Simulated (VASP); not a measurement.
Input of a VASP 6.6.1 run:

File POSCAR:

```
InP
1.0
    0.0000000000      2.9791902107      2.9250818287
    2.9791902107      0.0000000000      2.9250818287
    2.9791902107      2.9791902107      0.0000000000
In P
1 1
Direct
    0.0000000000      0.0000000000      0.0000000000
    0.2500000000      0.2500000000      0.2500000000
```

Contents of INCAR.step1:

```
SYSTEM = InP
ALGO = Normal ; EDIFF = 1E-4
ENCUT = 520 ; GGA = PE
ISMEAR = 0 ; LASPH = .True.
LCHARG = .False. ; LREAL = .False.
LWAVE = .True. ; NBANDS = 16
NELM = 100 ; PREC = Accurate
SIGMA = 0.01
```

File INCAR.step2:

```
SYSTEM = InP
ALGO = Normal ; EDIFF = 1E-6
ENCUT = 520 ; ISIF = 2
ISMEAR = 0 ; ISTART = 1
LASPH = .True. ; LCHARG = .False.
LMIXTAU = .True. ; LREAL = .False.
LWAVE = .False. ; METAGGA = R2SCAN
NBANDS = 16 ; NELM = 100
PREC = Accurate ; SIGMA = 0.01
```

File KPOINTS:

```
k-points
0
Gamma
  8 8 8
  0 0 0
```

Potentials or basis: VASP PAW PBE potentials, release 64 (In_d, P).

The run is started by

```console
$ cat potpaw_PBE.64/In_d/POTCAR potpaw_PBE.64/P/POTCAR > POTCAR
$ cp INCAR.step1 INCAR
$ mpirun -np 1 vasp_std > vasp.out
$ cp INCAR.step2 INCAR
$ mpirun -np 1 vasp_std > vasp.out
```

**Question.** What does it give for the band gap on the k mesh?

**Answer.** 0.93 eV, direct.

**Question.** What does it give for the pressure?

**Answer.** -0.6 GPa.

Stress tensor (GPa, compression positive):
```
-0.89  0.00  0.00
 0.00 -0.89  0.00
 0.00  0.00 -0.09
```

Caveat: the PAW data sets were made with another functional, which shifts forces and pressure a little; spin-orbit coupling is left out, which moves the levels of the heavy elements.
